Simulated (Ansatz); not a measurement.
Crystal: Sb.

```
Sb
1.0
     3.12240    0.00000    0.00000
     0.00000    4.34752    0.00000
    -0.03891    0.00000    4.40585
Sb
2
Direct
  0.01139 0.25000 0.24117
  0.98861 0.75000 0.75883
```

This isn't the form of Sb at room conditions, which is rhombohedral.

| Item | Value |
| --- | --- |
| Program | Ansatz 0.2.0 |
| Task | relaxation of cell and atoms |
| Functional | PBE |
| Dispersion | D3(BJ) |
| Potentials or basis | Ansatz PAW |
| Cutoff | 420 eV (not typed: the program's choice for these potentials) |
| k mesh | 9 × 6 × 6 |
| Occupations | fermi-dirac, width 0.05 eV |
| Spin | no spin polarisation |

At the start: volume 29.90 Å³/atom.

Task: How do energy, volume and symmetry change on relaxing?

Result: It ends after 9 steps and the volume is 28.62 Å³/atom (-4.3 %); space group Pm-3m (No. 221, to 0.05 Å).

Step by step:
```csv
step,energy change (eV),largest force (eV/Å),volume (Å³)
1,0.0000,0.0575,59.81
2,-0.0150,0.1048,56.08
3,-0.0216,0.0629,57.38
4,-0.0231,0.0017,57.27
5,-0.0232,0.0010,57.26
6,-0.0233,0.0016,57.24
7,-0.0234,0.0035,57.23
8,-0.0234,0.0020,57.23
9,-0.0228,0.0020,57.23
```

Final structure:
```
Sb
1.0
     3.07182    0.00000    0.01299
     0.00000    4.30220    0.00000
    -0.01995    0.00000    4.33060
Sb
2
Cartesian
  -0.0027 1.0756 1.0824
  3.0546 3.2267 3.2612
```

Caveat: the plane-wave basis is chosen anew once the cell has moved, so the energies of steps on either side of that aren't comparable; pairwise dispersion overbinds metals, which lowers pressure and volume.
